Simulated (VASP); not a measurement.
The system is ZrB.

```
Zr B
1.0
     0.00000    2.32500    2.32500
     2.32500    0.00000    2.32500
     2.32500    2.32500    0.00000
Zr B
1 1
Direct
  0.00000 0.00000 0.00000
  0.50000 0.50000 0.50000
```

- Program: VASP 6.6.1
- Task: relaxation of cell and atoms
- Functional: PBE
- Potentials or basis: VASP PAW PBE potentials, release 64 (Zr_sv, B)
- Cutoff: 600 eV
- k mesh: 8 × 8 × 8
- Occupations: gaussian, width 0.1 eV
- Spin: no spin polarisation

At the start: pressure 35.2 GPa; volume 12.57 Å³/atom.

Question: Where does the relaxation end?

Answer: Over 4 steps the energy falls by 211.0 meV/atom and the volume is 14.78 Å³/atom (+17.6 %); space group Fm-3m (No. 225, to 0.05 Å).

Step by step:
```
step  energy change (eV)  largest force (eV/Å)  pressure (GPa)  volume (Å³)
   1              0.0000                0.0000           35.18        25.14
   2              0.1672                0.0000          -22.38        36.57
   3             -0.4212                0.0000           -1.18        29.74
   4             -0.4220                0.0000           -0.18        29.55
```

Final structure:
```
Zr B
1.0
     0.00000    2.45385    2.45385
     2.45385    0.00000    2.45385
     2.45385    2.45385    0.00000
Zr B
1 1
Direct
  0.00000 0.00000 0.00000
  0.50000 0.50000 0.50000
```

Caveat: the volume moved by over 15 % at a fixed basis, so the end points are rough; the volume moved by +18 % from the deposited cell, more than functionals usually miss.
